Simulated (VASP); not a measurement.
Wanted: the native input for a VASP 6.6.1 run.

* Task: relaxation of cell and atoms
* Functional: PBE
* Potentials or basis: VASP PAW PBE potentials, release 64 (Cs_sv_GW, I_GW, Sn_d_GW)
* Cutoff: 600 eV
* k mesh: 4 × 4 × 4
* Occupations: fermi-dirac, width 0.05 eV
* Spin: no spin polarisation
* Further INCAR settings: ALGO = Normal; EDIFF = 1e-07; IBRION = 2; EDIFFG = -0.01; NSW = 40; ISIF = 3

The structure of CsSnI3 lies in POSCAR:

```
CsSnI3
1.0
    6.2057000000      0.0000000000      0.0000000000
    0.0000000000      6.2057000000      0.0000000000
    0.0000000000      0.0000000000      6.2057000000
Cs I Sn
1 3 1
Direct
    0.0000000000      0.0000000000      0.0000000000
    0.5000000000      0.5000000000      0.0000000000
    0.5000000000      0.0000000000      0.5000000000
    0.0000000000      0.5000000000      0.5000000000
    0.5000000000      0.5000000000      0.5000000000
```

These files were run (other wordings do the same):

INCAR

```
PREC = Accurate
ENCUT = 600
EDIFF = 1E-7
ISMEAR = -1
SIGMA = 0.05
LREAL = F
LASPH = T
NELM = 100
ALGO = Normal
ISIF = 3
LWAVE = F
LCHARG = F
GGA = PE
IBRION = 2
NSW = 40
EDIFFG = -0.01
```

KPOINTS

```
regular mesh
0
Gamma
  4 4 4
```

Potentials or basis: VASP PAW PBE potentials, release 64 (Cs_sv_GW, I_GW, Sn_d_GW).

Launch:

```console
$ cat potpaw_PBE.64/Cs_sv_GW/POTCAR potpaw_PBE.64/I_GW/POTCAR potpaw_PBE.64/Sn_d_GW/POTCAR > POTCAR
$ mpirun -np 1 vasp_std > vasp.out
```

It gave:

* Relaxed volume: 49.99 Å³/atom
* Relaxed cell: a = 6.299 Å, b = 6.299 Å, c = 6.299 Å, α = 90.00°, β = 90.00°, γ = 90.00°
* Space group after relaxing (to 0.05 Å): Pm-3m (No. 221)
* Energy gained by relaxing: 5.0 meV/atom
* Ionic steps: 3
* Pressure after relaxing: 0.0 GPa
* Band gap on the k mesh: 0.49 eV, direct

Caveat: spin-orbit coupling is left out, which moves the levels of the heavy elements.

It took 2.2 min on 1 thread of Intel(R) Xeon(R) 6975P-C (Granite Rapids), with other jobs on the host, peak memory 0.45 GiB.
